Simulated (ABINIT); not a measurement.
A run of ABINIT 10.8.3 (patched build) is set up as follows.

The input run.abi:

```
# Pseudopotentials
pp_dirpath "./"
pseudos "Hf.LDA_PW-JTH.xml, O.LDA_PW-JTH.xml"

# Structure
acell 3*1.0 Angstrom
rprim
     3.5580193300     0.0000000000     0.0000000000
     0.0000000000     3.5580193300     0.0000000000
     0.0000000000     0.0000000000     5.1718612100
ntypat 2
znucl 72 8
natom 6
typat 1 1 2 2 2 2
xred
     0.0000000000     0.0000000000     0.0000000000
     0.5000000000     0.5000000000     0.5000000000
     0.0000000000     0.5000000000     0.1972078800
     0.5000000000     0.0000000000     0.3027921200
     0.5000000000     0.0000000000     0.8027921200
     0.0000000000     0.5000000000     0.6972078800
chkprim 0
chksymtnons 0
tolsym 1.0e-6

# Plane-wave basis
ecut 23.0
pawecutdg 45.0
pawovlp -1

# k points
kptopt 1
ngkpt 7 7 4
nshiftk 1
shiftk 0.0 0.0 0.0

# Exchange and correlation
ixc 7

# Bands and occupations
nband 29
occopt 3
tsmear 0.05 eV

# SCF cycle
nstep 100
tolvrs 1.0e-9

# Output
iomode 3
prtwf 0
prtden 0
prteig 0
prtebands 0
enunit 1

# Relaxation
ionmov 22
ntime 60
tolmxf 0.0001
optcell 2
dilatmx 1.08
ecutsm 0.5
```

Potentials or basis: JTH PAW LDA v2.0.

Command:

```sh
$ abinit run.abi > log 2>&1
```

(1) Predict the band gap on the k mesh.

(2) What does it give for the relaxed cell?

(3) What does it give for the relaxed volume?

Answers

(1) 4.57 eV, indirect (least direct gap 4.66 eV).

(2) a = 3.523 Å, b = 3.523 Å, c = 5.076 Å, α = 90.00°, β = 90.00°, γ = 90.00°.

(3) 10.50 Å³/atom.

Caveat: spin-orbit coupling is left out, which moves the levels of the heavy elements; an odd mesh through Γ misses points on the zone boundary, where band edges often lie.
